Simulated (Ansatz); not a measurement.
The system is Pb.

```
Pb
1.0
     3.48000    0.00000    0.00000
    -1.74000    3.01377    0.00000
     0.00000    0.00000    5.59000
Pb
2
Direct
  0.66667 0.33333 0.75000
  0.33333 0.66667 0.25000
```

This isn't the form of Pb at room conditions, which is fcc.

```yaml
Program: Ansatz 0.2.0
Task: relaxation of cell and atoms
Functional: PBE
Potentials_or_basis: Ansatz PAW
Cutoff: "420 eV (not typed: the program's choice for these potentials)"
k_mesh: 7 × 7 × 4
Occupations: fermi-dirac, width 0.05 eV
Spin: no spin polarisation
```

At the start: volume 29.31 Å³/atom.

Where does the relaxation end?

It ends after 5 steps and the volume is 31.72 Å³/atom (+8.2 %); space group P6_3/mmc (No. 194, to 0.05 Å).

The path:
| step | energy change (eV) | largest force (eV/Å) | volume (Å³) |
| --- | --- | --- | --- |
| 1 | 0.0000 | 0.0000 | 58.63 |
| 2 | -0.0513 | 0.0000 | 64.27 |
| 3 | -0.0527 | 0.0000 | 63.60 |
| 4 | -0.0528 | 0.0000 | 63.44 |
| 5 | -0.0534 | 0.0000 | 63.44 |

Final structure:
```
CELL_PARAMETERS angstrom
3.58859 0.00000 0.00000
-1.79429 3.10781 0.00000
0.00000 0.00000 5.68872
ATOMIC_POSITIONS crystal
Pb 0.66667 0.33333 0.75000
Pb 0.33333 0.66667 0.25000
```

Caveat: the plane-wave basis is chosen anew once the cell has moved, so the energies of steps on either side of that aren't comparable.
